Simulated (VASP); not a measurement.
# COH2 in VASP: notebook, part 2 of 2

VASP 6.6.1.

## (3) Single point, PBE

INCAR

```
PREC     = Accurate       # precision mode
ENCUT    = 400            # plane-wave cutoff, eV
EDIFF    = 1E-7           # SCF threshold, eV
ISMEAR   = 0              # smearing method
SIGMA    = 0.01           # smearing width, eV
LREAL    = False          # projectors in reciprocal space
LASPH    = True           # aspherical terms in the spheres
NELM     = 100            # most SCF steps
ALGO     = Normal         # electronic algorithm
ISIF     = 2              # what is computed and relaxed
LWAVE    = False          # write WAVECAR
LCHARG   = False          # write CHGCAR
GGA      = PE             # functional
NBANDS   = 14             # bands
ISYM     = 0
```

KPOINTS

```
regular mesh
0
Gamma
  1 1 1
```

POSCAR

```
H2CO                                    
1.0
   12.4947659882      0.0000000000      0.0000000000
    0.0000000000     12.9947659882      0.0000000000
    0.0000000000      0.0000000000     13.4947659882
  C               O               H             
     1     1     2
Selective dynamics
Direct
     0.5000190503999988    0.5037871195999983    0.5000098304999980   F   F   F
     0.5280834451117153    0.4155268171665636    0.5141175711107232   T   T   T
     0.5509629685625361    0.5707094188210559    0.5219025625498975   T   T   T
     0.4217435266881632    0.5227968060249758    0.4643869069497455   T   T   T
```

Potentials or basis: VASP PAW PBE potentials, release 64 (C, O, H).

The run is started by

```sh
$ cat potpaw_PBE.64/C/POTCAR potpaw_PBE.64/O/POTCAR potpaw_PBE.64/H/POTCAR > POTCAR
$ mpirun -np 4 vasp_gam > vasp.out
```

OUTCAR:

```text
PREC = Accurate
   ENCUT = 400
   EDIFF = 1E-7
   ISMEAR = 0
   LREAL = False
   LASPH = True
   NELM = 100
   ISIF = 2
   GGA = PE
   ISYM = 0

 ion  position               nearest neighbor table
   1  0.500  0.504  0.500-   4 1.12   3 1.12   2 1.21
   2  0.528  0.416  0.514-   1 1.21
   3  0.551  0.571  0.522-   1 1.12
   4  0.422  0.523  0.464-   1 1.12

IMPORTANT INFORMATION: All symmetrisations will be switched off!
NOSYMM: (Re-)initialisation of all symmetry stuff for point group C_1.

----------------------------------------------------------------------------------------

                                     Primitive cell

  volume of cell :    2191.0987

  direct lattice vectors                    reciprocal lattice vectors
    12.494765988  0.000000000  0.000000000     0.080033512  0.000000000  0.000000000
     0.000000000 12.994765988  0.000000000     0.000000000  0.076954060  0.000000000
     0.000000000  0.000000000 13.494765988     0.000000000  0.000000000  0.074102804

  length of vectors
    12.494765988 12.994765988 13.494765988     0.080033512  0.076954060  0.074102804

  position of ions in fractional coordinates (direct lattice)
     0.500019050  0.503787120  0.500009830
     0.528083445  0.415526817  0.514117571
     0.550962969  0.570709419  0.521902563
     0.421743527  0.522796806  0.464386907

  ion indices of the primitive-cell ions
   primitive index   ion index
                 1           1
                 2           2
                 3           3
                 4           4

----------------------------------------------------------------------------------------

 KPOINTS: regular mesh

Automatic generation of k-mesh.
 Grid dimensions read from file:
 generate k-points for:    1    1    1

 Generating k-lattice:
[... 54 lines left out ...]
   EFERMI_NEDOS =   21; number of points for ismear=-14 and -15
   IALGO  =     38    algorithm
   IMIX   =      4    mixing-type and parameters
     AMIX     =   0.40;   BMIX     =  1.00
     AMIX_MAG =   1.60;   BMIX_MAG =  1.00
  volume/ion in A,a.u.               =     547.77      3696.57
  Fermi-wavevector in a.u.,A,eV,Ry     =   0.288568  0.545314  1.132976  0.083271
  Thomas-Fermi vector in A             =   1.145455
   LORBIT       =      0    0 simple, 1 ext, 2 COOP (PROOUT), +10 PAW based schemes
   GGA     = PE    functional components
   LHFCALC =     F    Hartree Fock is set to
   AEXX    =    0.0000 exact exchange contribution
   IVDW    =     0    specifies the selected vdW correction
   LEPSILON=     F    determine dielectric tensor
   LRPA    =     F    only Hartree local field effects (RPA)
 non-spin polarized calculation
 Gauss-broadening in eV      SIGMA  =   0.01
  energy-cutoff  :      400.00
  volume of cell :     2191.10
 maximum number of plane-waves:     19892
 NGX is ok and might be reduce to    84
   NGX = 41   NGY = 43   NGZ = 45

 number of electron      12.0000007 magnetization

 Free energy of the ion-electron system (eV)
  ---------------------------------------------------
  ext. energy  EPLUGINS =         0.00000000
  ---------------------------------------------------
  free energy    TOTEN  =       -22.15622380 eV

  energy without entropy =      -22.15622380  energy(sigma->0) =      -22.15622380

 E-fermi :  -6.1371     XC(G=0):  -0.3742

 val. band max:       -6.2006417343   @ k =   0.0000   0.0000   0.0000
 cond. band min:      -2.6755527527   @ k =   0.0000   0.0000   0.0000
 fundamental gap:      3.5250889816
 Fermi energy:        -6.1370810922

 k-point     1 :       0.0000    0.0000    0.0000
  band No.  band energies     occupation
      1     -26.6098      2.00000
      2     -15.6437      2.00000
      3     -12.0446      2.00000
      4     -10.8579      2.00000
      5      -9.9822      2.00000
      6      -6.2006      2.00000
[... 8 lines left out ...]
     15       1.2607      0.00000
     16       1.3616      0.00000

------------------------ aborting loop because EDIFF is reached ----------------------------------------

  FORCE on cell =-STRESS in cart. coord.  units (eV):
  Direction    XX          YY          ZZ          XY          YZ          ZX
  --------------------------------------------------------------------------------------
  -------------------------------------------------------------------------------------
  Total       -0.9718788     -0.7915428     -0.9089093     -0.0758540     -0.0380393     -0.0422628
  in kB       -0.7106582     -0.5787927     -0.6646136     -0.0554660     -0.0278151     -0.0309035
  external PRESSURE =      -0.6513548 kB  Pullay stress =       0.0000000 kB

 VOLUME and BASIS-vectors are now :
 -----------------------------------------------------------------------------
  energy-cutoff  :      400.00
  volume of cell :     2191.10
      direct lattice vectors                 reciprocal lattice vectors
    12.494765988  0.000000000  0.000000000     0.080033512  0.000000000  0.000000000
     0.000000000 12.994765988  0.000000000     0.000000000  0.076954060  0.000000000
     0.000000000  0.000000000 13.494765988     0.000000000  0.000000000  0.074102804

 POSITION                                       TOTAL-FORCE (eV/Angst)
 -----------------------------------------------------------------------------------
      6.24762      6.54660      6.74752        -0.006969      0.023298     -0.004138
      6.59828      5.39967      6.93790         0.007091     -0.026065      0.005245
      6.88415      7.41624      7.04295         0.010244      0.004956      0.004455
      5.26959      6.79362      6.26679        -0.010366     -0.002190     -0.005561
 -----------------------------------------------------------------------------------
    total drift:                               -0.001062      0.000041     -0.000180

  FREE ENERGIE OF THE ION-ELECTRON SYSTEM (eV)
  ---------------------------------------------------
  free  energy   TOTEN  =       -22.1562237992 eV

  energy  without entropy=      -22.1562237992  energy(sigma->0) =      -22.15622380
```

stdout:

```text
POSCAR found type information on POSCAR C O H
 POSCAR found :  3 types and       4 ions
 scaLAPACK will be used
 LDA part: xc-table for (Slater+PW92), standard interpolation
 -----------------------------------------------------------------------------
|                                                                             |
|           W    W    AA    RRRRR   N    N  II  N    N   GGGG   !!!           |
|           W    W   A  A   R    R  NN   N  II  NN   N  G    G  !!!           |
|           W    W  A    A  R    R  N N  N  II  N N  N  G       !!!           |
|           W WW W  AAAAAA  RRRRR   N  N N  II  N  N N  G  GGG   !            |
|           WW  WW  A    A  R   R   N   NN  II  N   NN  G    G                |
|           W    W  A    A  R    R  N    N  II  N    N   GGGG   !!!           |
|                                                                             |
|     The number of bands has been changed from the values supplied in        |
|     The orbitals not found in the WAVECAR file will be initialized with     |
|     random numbers, which is usually adequate. For correlated               |
|     calculations, however, you should redo the groundstate calculation.     |
|     I found NBANDS = 14. Now, NBANDS = 16.                                  |
|                                                                             |
 -----------------------------------------------------------------------------

 POSCAR, INCAR and KPOINTS ok, starting setup
 FFT: planning ... GRIDC
 FFT: planning ... GRID_SOFT
 FFT: planning ... GRID
 WAVECAR not read
 entering main loop
```

It took 24 s on 4 MPI ranks of AMD EPYC 9R45 (Zen 5), shared host; peak memory 0.41 GiB.

What came out:

```yaml
Free_energy: -22.1562 eV
Largest_force: 0.028 eV/Å
Gap_between_the_frontier_levels: 3.52 eV
```

Forces on the atoms (eV/Å):
```
C   -0.007  0.023 -0.004
O    0.007 -0.026  0.005
H    0.010  0.005  0.004
H   -0.010 -0.002 -0.006
```

Caveat: the cutoff is under 1.25 times the usual one of these potentials, so pressure, stress and relaxed cells hold a basis-set (Pulay) error; the standard files for N, O and F lose accuracy on very short bonds.
